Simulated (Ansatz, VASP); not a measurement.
# One calculation of ZrB2, two programs

```xyz
3
Lattice="3.1700 0.0000 0.0000 -1.5850 2.7453 0.0000 0.0000 0.0000 3.5330" Properties=species:S:1:pos:R:3 pbc="T T T"
Zr    0.0000    0.0000    0.0000
B     1.5850    0.9151    1.7665
B     0.0000    1.8302    1.7665
```

Alike in both runs: functional PBE; k mesh 7 × 7 × 6; occupations fermi-dirac, width 0.05 eV; non-collinear spin, spin-orbit coupling.

|  | VASP | Ansatz |
| --- | --- | --- |
| version | VASP 6.6.1 | Ansatz 0.2.0 |
| potentials or method | VASP PAW PBE potentials, release 64 (Zr_sv, B) | Ansatz PAW |
| plane-wave cutoff (eV) | 520 | 420 |
| valence electrons in the cell | 18 | 18 |
| task | single point | band structure |

```csv
,VASP,Ansatz,Ansatz less VASP
gap on the k mesh at the Fermi level (eV),none,none,-
pressure (GPa),0.9,0.8,-0.15
largest component of the traceless stress (GPa),0.23,0.17,-0.059
net moment per atom (μB),0.00,0.00,0.000
```

A gap of «none» marks a metal or a gap that the smearing closes. With one functional, cell and mesh, what is left measures potentials, basis and numerics.
